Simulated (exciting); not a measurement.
# In (I4/mmm) in exciting: a series of runs

Aim: see how the results for In move with the level of theory and the settings. Levels: PW91+D2, PBE+D2, WC+TS. Tasks: band structure, density of states.

Everything below comes from runs of exciting (release sodium). Logs are shortened: lines on timing, memory, paths and dates and some standing lists are left out, and cuts for length are marked.

### 1 The crystal as given

Symmetry: I4/mmm, No. 139, tetragonal system. Conventional cell: a = 3.251 Å, b = 3.251 Å, c = 4.947 Å, α = 90.00°, β = 90.00°, γ = 90.00°. Around In (site symmetry 4/mmm) lie 12 In at 3.25 to 3.38 Å.

### 2 Band structure, PW91+D2, spin-orbit coupling, no magnetisation

input.xml reads:

```xml
<input>
  <title>In</title>
  <structure speciespath="./" tshift="false">
    <crystal scale="1">
      <basevect>-3.071693123795 3.071693123795 4.674615514487</basevect>
      <basevect>3.071693123795 -3.071693123795 4.674615514487</basevect>
      <basevect>3.071693123795 3.071693123795 -4.674615514487</basevect>
    </crystal>
    <species speciesfile="In.xml" rmt="2.29">
      <atom coord="0.000000000000 0.000000000000 0.000000000000"/>
    </species>
  </structure>
  <groundstate do="fromscratch" ngridk="11 11 11" rgkmax="7.5" gmaxvr="14" lmaxapw="10" lmaxmat="10" lmaxvr="8" stype="Fermi Dirac" swidth="0.02" nempty="16" ValenceRelativity="iora*" epsengy="1e-06" epspot="1e-06" maxscl="80" outputlevel="high" CoreRelativity="none">
    <libxc exchange="XC_GGA_X_PW91" correlation="XC_GGA_C_PW91"/>
    <spin spinorb="true"/>
  </groundstate>
  <properties>
    <bandstructure>
      <plot1d>
        <path steps="120">
          <point coord="0 0 0" label="G"/>
          <point coord="0 0 0.5" label="X"/>
          <point coord="-0.2158906645 0.2158906645 0.5" label="Y"/>
          <point coord="-0.3579453323 0.3579453323 0.3579453323" label="S"/>
          <point coord="0 0 0" label="G"/>
          <point coord="0.5 0.5 -0.5" label="Z"/>
          <point coord="0.3579453323 0.6420546677 -0.3579453323" label="S1"/>
          <point coord="0 0.5 0" label="N"/>
          <point coord="0.25 0.25 0.25" label="P"/>
          <point coord="0.5 0.5 -0.2158906645" label="Y1"/>
          <point coord="0.5 0.5 -0.5" label="Z" breakafter="true"/>
          <point coord="0 0 0.5" label="X"/>
          <point coord="0.25 0.25 0.25" label="P"/>
        </path>
      </plot1d>
    </bandstructure>
    <dos nwdos="300" winddos="-0.6 0.5" inttype="tetra" ngrdos="100" nsmdos="1" lmirep="true"/>
    <DFTD2/>
  </properties>
</input>
```

Potentials or basis: all-electron LAPW+lo, shipped species files, valence relativity iora*.

Run with:

```bash
OMP_NUM_THREADS=1 exciting_smp
```

INFO.OUT:

```text
================================================================================
EXCITING SODIUM started
[... 10 lines left out ...]

 Lattice vectors (cartesian) :
     -3.0716931238      3.0716931238      4.6746155145
      3.0716931238     -3.0716931238      4.6746155145
      3.0716931238      3.0716931238     -4.6746155145

 Reciprocal lattice vectors (cartesian) :
      0.0000000000      1.0227560264      0.6720537002
      1.0227560264      0.0000000000      0.6720537002
      1.0227560264      1.0227560264      0.0000000000

 Unit cell volume                           :     176.4255737520
 Brillouin zone volume                      :       1.4059765156

 Species :    1 (In)
     parameters loaded from                 :    In.xml
     name                                   :    indium
     nuclear charge                         :     -49.00000000
     electronic charge                      :      49.00000000
     atomic mass                            :  209300.41010000
     muffin-tin radius                      :       2.29000000
     # of radial points in muffin-tin       :     400

     atomic positions (lattice) :
       1 :   0.00000000  0.00000000  0.00000000

 Total number of atoms per unit cell        :       1

 Spin treatment                             :    spin-polarised
 Spin-orbit coupling is included
 Global magnetic field (cartesian) :        0.00000000   0.00000000   0.00000000
 non-collinear magnetisation

 Number of Bravais lattice symmetries       :      16
 Number of crystal symmetries               :      16

 k-point grid                               :      11   11   11
 Total number of k-points                   :     126
 k-point set is reduced with crystal symmetries

 R^MT_min * |G+k|_max (rgkmax)              :       7.50000000
 Species with R^MT_min                      :       1 (In)
 Maximum |G+k| for APW functions            :       3.27510917
 Maximum |G| for potential and density      :      14.00000000
 Polynomial order for pseudochg. density    :       9

 G-vector grid sizes                        :      30    30    30
 Total number of G-vectors                  :    8161

 Maximum angular momentum used for
     APW functions                          :      10
     computing H and O matrix elements      :      10
     potential and density                  :       8
     inner part of muffin-tin               :       2

 Total nuclear charge                       :     -49.00000000
 Total electronic charge                    :      49.00000000
 Total core charge                          :      30.00000000
 Total valence charge                       :      19.00000000

 Effective Wigner radius, r_s               :       0.95080681

 Number of empty states                     :      16
 Total number of valence states             :      52

 Maximum Hamiltonian size                   :     130
 Maximum number of plane-waves              :     113
 Total number of local-orbitals             :      17

 Exchange-correlation type                  :     100
     libxc; exchange: Perdew & Wang 91; correlation: Perdew & Wang 91 (see libxc for references)

 Smearing scheme                            :    Fermi-Dirac
 Smearing width                             :       0.02000000

 Using multisecant Broyden potential mixing
[... 6 lines left out ...]
* Groundstate module started                                                   *
********************************************************************************
 Output level for this task is set to high

++++++++++++++++++++++++++++++++++++++++++++++++++++++++++++++++++++++++++++++++
[... 5 lines left out ...]
+ SCF iteration number :    1                                                  +
++++++++++++++++++++++++++++++++++++++++++++++++++++++++++++++++++++++++++++++++
 Total energy                               :     -5882.55718832
 _______________________________________________________________
 Fermi energy                               :         0.24913018
 Kinetic energy                             :      6135.29452922
 Coulomb energy                             :    -11857.33577462
 Exchange energy                            :      -157.66723410
 Correlation energy                         :        -2.84870882
 No external B-field energy in total energy
 Sum of eigenvalues                         :     -3544.08028799
 Effective potential energy                 :     -9679.37481721
 Coulomb potential energy                   :     -9470.08620293
 xc potential energy                        :      -209.28861428
 xc effective B-field energy                :        -0.00000000
 External B-field energy                    :         0.00000000
 Hartree energy                             :      1853.58300824
 Electron-nuclear energy                    :    -13177.25221942
 Nuclear-nuclear energy                     :      -533.66656345
 Madelung energy                            :     -7122.29267316
 Core-electron kinetic energy               :         0.00000000

 DOS at Fermi energy (states/Ha/cell)       :        12.72111211

 Electron charges :
     core                                   :        30.00000000
     core leakage                           :         0.00073947
     valence                                :        19.00000000
     interstitial                           :         2.38123823
     charge in muffin-tin spheres :
                  atom     1    In          :        46.61876177
     total charge in muffin-tins            :        46.61876177
     total charge                           :        49.00000000

 Moments :
     interstitial                 :    -0.00000000    -0.00000000    -0.00000000
     moment in muffin-tin spheres :
         atom     1    In         :    -0.00000000     0.00000000    -0.00000000
     total moment in muffin-tins  :    -0.00000000     0.00000000    -0.00000000
     total moment                 :    -0.00000000     0.00000000    -0.00000000

++++++++++++++++++++++++++++++++++++++++++++++++++++++++++++++++++++++++++++++++
+ SCF iteration number :    2                                                  +
++++++++++++++++++++++++++++++++++++++++++++++++++++++++++++++++++++++++++++++++
 Total energy                               :     -5883.35691596
 _______________________________________________________________
 Fermi energy                               :         0.24331192
 Kinetic energy                             :      6134.55047483
 Coulomb energy                             :    -11857.37808069
 Exchange energy                            :      -157.68041930
 Correlation energy                         :        -2.84889081
 No external B-field energy in total energy
 Sum of eigenvalues                         :     -3544.49409732
 Effective potential energy                 :     -9679.04457216
 Coulomb potential energy                   :     -9469.73837580
[... 543 lines left out ...]
 Fermi energy                               :         0.22591906
 Kinetic energy                             :      6133.21704765
 Coulomb energy                             :    -11856.96572839
 Exchange energy                            :      -157.68411288
 Correlation energy                         :        -2.84896340
 No external B-field energy in total energy
 Sum of eigenvalues                         :     -3545.21764500
 Effective potential energy                 :     -9678.43469265
 Coulomb potential energy                   :     -9469.12365283
 xc potential energy                        :      -209.31103982
 xc effective B-field energy                :        -0.00000000
 External B-field energy                    :         0.00000000
 Hartree energy                             :      1854.17551212
 Electron-nuclear energy                    :    -13177.47467706
 Nuclear-nuclear energy                     :      -533.66656345
 Madelung energy                            :     -7122.40390198
 Core-electron kinetic energy               :         0.00000000

 DOS at Fermi energy (states/Ha/cell)       :        12.73809573

 Electron charges :
     core                                   :        30.00000000
     core leakage                           :         0.00072992
     valence                                :        19.00000000
     interstitial                           :         2.36171504
     charge in muffin-tin spheres :
                  atom     1    In          :        46.63828496
     total charge in muffin-tins            :        46.63828496
     total charge                           :        49.00000000

 Moments :
     interstitial                 :    -0.00000000    -0.00000000    -0.00000000
     moment in muffin-tin spheres :
         atom     1    In         :    -0.00000000     0.00000000     0.00000000
     total moment in muffin-tins  :    -0.00000000     0.00000000     0.00000000
     total moment                 :    -0.00000000     0.00000000    -0.00000000

 RMS change in effective potential (target) :  0.377577E-10  ( 0.100000E-05)
 Absolute change in total energy   (target) :  0.173534E-06  ( 0.100000E-05)
 Charge distance                   (target) :  0.124624E-09  ( 0.100000E-04)

++++++++++++++++++++++++++++++++++++++++++++++++++++++++++++++++++++++++++++++++
| Convergency criteria checked for the last 2 iterations                       +
| Convergence targets achieved. Performing final SCF iteration                 +
++++++++++++++++++++++++++++++++++++++++++++++++++++++++++++++++++++++++++++++++
 Total energy                               :     -5884.28175693
 _______________________________________________________________
 Fermi energy                               :         0.22591906
 Kinetic energy                             :      6133.21704769
 Coulomb energy                             :    -11856.96572833
 Exchange energy                            :      -157.68411288
 Correlation energy                         :        -2.84896340
 No external B-field energy in total energy
 Sum of eigenvalues                         :     -3545.21764500
 Effective potential energy                 :     -9678.43469269
 Coulomb potential energy                   :     -9469.12365287
 xc potential energy                        :      -209.31103981
 xc effective B-field energy                :        -0.00000000
 External B-field energy                    :         0.00000000
 Hartree energy                             :      1854.17551201
 Electron-nuclear energy                    :    -13177.47467690
 Nuclear-nuclear energy                     :      -533.66656345
 Madelung energy                            :     -7122.40390190
 Core-electron kinetic energy               :         0.00000000

 DOS at Fermi energy (states/Ha/cell)       :        12.73809573

 Electron charges :
     core                                   :        30.00000000
     core leakage                           :         0.00072992
     valence                                :        19.00000000
     interstitial                           :         2.36171504
     charge in muffin-tin spheres :
                  atom     1    In          :        46.63828496
     total charge in muffin-tins            :        46.63828496
     total charge                           :        49.00000000

 Moments :
     interstitial                 :     0.00000000     0.00000000     0.00000000
     moment in muffin-tin spheres :
         atom     1    In         :    -0.00000000     0.00000000     0.00000000
     total moment in muffin-tins  :    -0.00000000     0.00000000     0.00000000
     total moment                 :     0.00000000     0.00000000     0.00000000

++++++++++++++++++++++++++++++++++++++++++++++++++++++++++++++++++++++++++++++++
[... 9 lines left out ...]
| EXCITING SODIUM stopped                                                      =
================================================================================
```

It took 6.2 min on 1 thread of Arm Neoverse N1, shared host; peak memory 0.13 GiB.

The run converged, but some of its settings lie outside the range that counts as converged (typed here: CoreRelativity = none; swidth = 0.02), so its numbers aren't taken as properties of the crystal.

What came out:

```
Band gap on the k mesh                            : none (metal or under the smearing width)
All electrons inside the program's atomic spheres : In 46.64 (radii In 2.29 bohr)
Dispersion energy per atom                        : -0.871 eV
Density of states at the Fermi level              : 0.47 states/eV per cell
```

Caveat: total energies with spin-orbit coupling aren't reliable in this program, so none is listed and the log's shouldn't be used; the dispersion energy is computed afterwards and isn't part of the total energy; the tetrahedron DOS on this energy grid can lose part of the weight of narrow d or f bands.

(Continued in part 2 of 2.)
